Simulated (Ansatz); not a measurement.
**V (fcc): energy against volume**

Theory: Ansatz, DFT, revPBE, plane waves (420 eV) with PAW, scalar-relativistic. (PAW data from PBE, frozen cores regenerated.)

The cell is scaled uniformly from the relaxed one, with fractional coordinates and shape fixed. Energies are extrapolated to zero smearing, pressures are those at the given smearing. Magnetic state: spin not included.

A Birch-Murnaghan fit gives V₀ = 14.14 Å³/atom, B₀ = 169 GPa, B₀′ = 3.9.

(1) What are the energy above the minimum and the pressure at 12.464 Å³/atom?

(2) What are the energy above the minimum and the pressure at 14.730 Å³/atom?

(3) What are the energy above the minimum and the pressure at 15.864 Å³/atom?

Answers

(1) 127.8 meV/atom and 27.38 GPa as computed.

(2) 12.3 meV/atom and -6.10 GPa as computed.

(3) 92.3 meV/atom and -15.18 GPa as computed.
